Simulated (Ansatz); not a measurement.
Fe: pressure against volume

Fe, P6_3/mmc, a = 2.429 Å, c = 3.842 Å. This isn't the element's structure at ambient conditions. Ansatz: PBEsol, PAW, 420 eV, Γ-centred 18×18×12 mesh on 2 atoms, Gaussian smearing 0.10 eV; no spin polarisation. Shape and atoms are relaxed at each volume; pressure is positive in compression.

```tsv
V (Å³/atom)	P (GPa)
8.636	55.35
8.931	?
9.225	23.09
9.520	10.58
9.814	0.00
10.108	-8.96
10.403	-16.53
10.795	-24.82
```

**Question.** Take V0 = 9.814 Å³/atom, fit the third-order Birch–Murnaghan form to the other rows, and predict the missing pressure.

**Answer.** With the Eulerian strain f = ½[(V0/V)^(2/3) − 1] and y = P/[3f(1 + 2f)^(5/2)], the form is the line y = B0 + 1.5 B0 (B0′ − 4) f. Rows (f, y): 0.04449, 335.1; 0.02106, 329.6; 0.01024, 327.4; -0.00974, 322.1; -0.01906, 318.6; -0.03077, 315.1. Means f = 0.002703, y = 324.65; Σ(Δf)² = 0.003889, ΣΔfΔy = 1.031; the slope is their ratio. y = 323.9 + 265.2 f GPa, so B0 = 323.9 GPa and B0′ = 4 + 2 × (265.2)/(3 × 323.9) = 4.55. At V = 8.931, f = 0.03244, y = 332.50 and P = 37.87 GPa. The run gave 37.87 GPa, the same to the digits shown.

Spin polarisation was left out, and a magnetic state may lie lower.